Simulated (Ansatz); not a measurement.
The structure comes from a relaxation in the same program, started in the hcp type, and has space group P6_3/mmc. Whether it is a known phase or the ground state wasn't checked.

A run on P: DFT, PBE, all-electron LAPW, scalar-relativistic (Ansatz 0.2.0). The input:

```yaml
crystal:
  lattice:
    - [2.705382563, 0.0, 0.0]
    - [-1.3526912815, 2.3429300266, 0.0]
    - [0.0, 0.0, 4.5876880108]
  atoms:
    - { symbol: P, position: [0.3333333333, 0.6666666667, 0.25] }
    - { symbol: P, position: [0.6666666667, 0.3333333333, 0.75] }
kpoints:
  mp_grid: { grid: [15, 15, 8] }
scf:
  occupations: { method: fermi_dirac, width: 0.05 }
hamiltonian:
  xc: pbe
  pseudopotentials:
    kind: all_electron
    lapw: { basis_error: 0.001, muffin_tin_radii: { P: 1.399 } }
output:
  forces: true
  stress: true
  eigenvalues: true
```

Problem. Did this run give a result to trust?

Solution. No. The program refused the input. The typed spheres overlap: twice 1.399 Å exceeds the shortest distance, 2.705 Å; smaller radii, or none typed, cure it. It says:
```
Error: `kind: all_electron` solves this crystal on LAPW (the input types lapw, or this build lists no dataset of some species for it), and no LAPW basis is found for it: the given muffin-tin radii of P and P, or the smallest supported ones, add up to 2.798 Å, and 2.705 Å are free between these atoms; give smaller radii, or leave one out; where each species has a listed dataset, leave lapw and dirac_shells out and run without spin–orbit coupling, or set another kind (and leave the keys of all_electron out)
```
 The same cell converged in the base run, which differs by not having this change: all sphere radii typed as 1.399 A.
